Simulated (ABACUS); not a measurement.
The system is InP.

```
In P
1.0
    -2.93050    0.00000    2.93050
     0.00000    2.93050    2.93050
    -2.93050    2.93050    0.00000
In P
1 1
Direct
  0.00000 0.00000 0.00000
  0.25000 0.25000 0.25000
```

| Quantity | Value |
| --- | --- |
| Program | ABACUS 3.10.1 |
| Task | relaxation of cell and atoms |
| Functional | rPW86PBE |
| Potentials or basis | GBRV ultrasoft 1.5 PBE |
| Cutoff | 544 eV |
| Density cutoff | 4354 eV |
| Basis | plane waves |
| k mesh | 6 × 6 × 6 |
| Occupations | fermi-dirac, width 0.05 eV |
| Spin | no spin polarisation |

At the start: pressure 5.3 GPa; volume 25.17 Å³/atom.

Problem. How do energy, volume and symmetry change on relaxing?

Solution. Over 3 steps the energy falls by 32.8 meV/atom and the volume is 27.35 Å³/atom (+8.7 %); space group F-43m (No. 216, to 0.05 Å).

The path:
| step | energy change (eV) | largest force (eV/Å) | pressure (GPa) | volume (Å³) |
| --- | --- | --- | --- | --- |
| 1 | 0.0000 | 0.0000 | 5.27 | 50.33 |
| 2 | -0.0539 | 0.0000 | -1.71 | 56.85 |
| 3 | -0.0657 | 0.0000 | 0.01 | 54.70 |

Final structure:
```
In P
1.0
    -3.01297    0.00000    3.01297
     0.00000    3.01297    3.01297
    -3.01297    3.01297    0.00000
In P
1 1
Direct
  0.00000 0.00000 0.00000
  0.25000 0.25000 0.25000
```

Caveat: the potentials were made for another functional, which shifts forces and pressure.
